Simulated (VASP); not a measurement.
The system is MoSe2.

```xyz
6
Lattice="3.2787 0.0000 0.0000 -1.6393 2.8394 0.0000 0.0000 0.0000 12.7250" Properties=species:S:1:pos:R:3 pbc="T T T"
Mo    0.0000    1.8929    3.1813
Mo    1.6393    0.9465    9.5438
Se    0.0000    1.8929    7.8683
Se    1.6393    0.9465    1.5058
Se    0.0000    1.8929   11.2192
Se    1.6393    0.9465    4.8567
```

Base run:

| Quantity | Value |
| --- | --- |
| Program | VASP 6.6.1 |
| Functional | HSE06 |
| Potentials or basis | VASP PAW PBE potentials, release 64 (Mo_sv, Se) |
| Cutoff | 520 eV |
| k mesh | 6 × 6 × 2 |
| Occupations | gaussian, width 0.03 eV |
| Spin | no spin polarisation |

Its results: band gap on the k mesh 1.27 eV, indirect (least direct gap 1.92 eV); pressure -1.0 GPa.

The run is repeated on the same cell with these changes: functional from HSE06 to PBE. What comes out?

Band gap on the k mesh 0.76 eV, indirect (least direct gap 1.45 eV); pressure 4.0 GPa.

HSE06 gives the wider gap, since exact exchange removes part of the self-interaction.

Caveats: this functional lacks dispersion, which binds the layers, so the pressure and a relaxed spacing across them are unreliable; the PAW data sets were made with another functional, which shifts forces and pressure a little (some runs).

A k mesh can miss the band edges.
